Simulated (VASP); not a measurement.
**GaSe: band structure with PBE**

The system is GaSe.

```xyz
8
Lattice="3.7710 0.0000 0.0000 -1.8855 3.2658 0.0000 0.0000 0.0000 15.9667" Properties=species:S:1:pos:R:3 pbc="T T T"
Ga    0.0000    2.1772    2.7696
Ga    1.8855    1.0886   10.7530
Ga    0.0000    2.1772    5.2137
Ga    1.8855    1.0886   13.1971
Se    0.0000    2.1772    9.5721
Se    1.8855    1.0886    1.5888
Se    0.0000    2.1772   14.3779
Se    1.8855    1.0886    6.3946
```

- Program: VASP 6.6.1
- Task: band structure
- Functional: PBE
- Potentials or basis: VASP PAW PBE potentials, release 64 (Ga_d, Se)
- Cutoff: 520 eV
- k mesh: 12 × 12 × 2
- Occupations: gaussian, width 0.03 eV
- Spin: spin-orbit coupling, no magnetisation
- Further INCAR settings: ALGO = Fast; EDIFF = 1e-07

| Quantity | Value |
| --- | --- |
| Pressure | 2.0 GPa |
| Largest force | 0.012 eV/Å |
| Valence electrons inside the program's atomic spheres | Ga 11.62; Se 3.85 |

Forces on the atoms (eV/Å):
```
Ga   0.000  0.000 -0.012
Ga   0.000  0.000 -0.012
Ga   0.000  0.000  0.012
Ga   0.000  0.000  0.012
Se   0.000  0.000  0.005
Se   0.000  0.000  0.005
Se   0.000  0.000 -0.005
Se   0.000  0.000 -0.005
```

Stress tensor (GPa, compression positive):
```
2.00 0.00 0.00
0.00 2.00 0.00
0.00 0.00 2.12
```

Wall time 24 min on 4 MPI ranks on Intel(R) Xeon(R) 6975P-C (Granite Rapids) (shared host), peak memory 1.7 GiB a rank.

Caveat: this functional lacks dispersion, which binds the layers, so the pressure and a relaxed spacing across them are unreliable.
